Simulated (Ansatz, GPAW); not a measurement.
This is a calculation of SrO for Ansatz 0.2.0. 

The input input.yaml:

```yaml
crystal:
  lattice:
    - [0.0, 2.5663, 2.5663]
    - [2.5663, 0.0, 2.5663]
    - [2.5663, 2.5663, 0.0]
  atoms:
    - { symbol: Sr, position: [0.5, 0.5, 0.5] }
    - { symbol: O, position: [0.0, 0.0, 0.0] }
kpoints:
  mp_grid: { grid: [9, 9, 9] }
scf:
  occupations: { method: gaussian, width: 0.027 }
hamiltonian:
  xc: pbe
  pseudopotentials: { kind: all_electron, lapw: { basis_error: 0.001 } }
output:
  forces: true
  stress: true
  eigenvalues: true
```

Potentials or basis: all-electron LAPW, scalar-relativistic.

Launch:

```sh
$ ansatz run input.yaml --threads 1 --pin off --max-ram 3072MiB --backend cpu --events-out ev --progress --plain --runs-dir out
```

Q: Translate it to GPAW 26.7.0 (ASE script). Potentials or basis there: GPAW PAW data sets (gpaw-data 1.2.1), cutoff 800 eV.

A: As run (cutoffs and basis follow the program's own potentials, and thresholds, step limits or extra output files can differ):

The input run.py:

```python
from ase.dft.bandgap import bandgap
from ase.io import read, write
from ase.units import GPa
from gpaw import GPAW, PW

atoms = read('SrO.xyz')

calc = GPAW(mode=PW(800),
            xc='PBE',
            kpts={'size': (9, 9, 9), 'gamma': True},
            occupations={'name': 'methfessel-paxton', 'order': 0, 'width': 0.027000000000000003},
            nbands=16,
            convergence={'density': 1e-05, 'energy': 1e-05},
            maxiter=150,
            txt='gpaw.txt')
atoms.calc = calc
energy = atoms.get_potential_energy()
forces = atoms.get_forces()
stress = atoms.get_stress()
calc.write('gs.gpw')
write('result.traj', atoms)
print(f'Energy: {energy:.6f} eV')
print('Forces (eV/A):')
print(forces.round(4))
print('Stress (GPa):', (stress / GPa).round(3))
print('Fermi level:', round(calc.get_fermi_level(), 4), 'eV')
print(f'Gap: {bandgap(calc)[0]:.4f} eV, direct: {bandgap(calc, direct=True)[0]:.4f} eV')
```

Contents of SrO.xyz:

```xyz
2
Lattice="0.0000000000 2.5663000000 2.5663000000 2.5663000000 0.0000000000 2.5663000000 2.5663000000 2.5663000000 0.0000000000" Properties=species:S:1:pos:R:3 pbc="T T T"
Sr     2.5663000000      2.5663000000      2.5663000000
O      0.0000000000      0.0000000000      0.0000000000
```

Potentials or basis: GPAW PAW data sets (gpaw-data 1.2.1), pw.

Run with:

```bash
$ OMP_NUM_THREADS=1 python run.py
```

Both were run:

|  | Ansatz | GPAW |
| --- | --- | --- |
| Pressure | 3.3 GPa | 3.8 GPa |

Where Ansatz's input types no cutoff or centring, it takes its own default and a Γ-centred mesh.

Pressure is positive in compression.
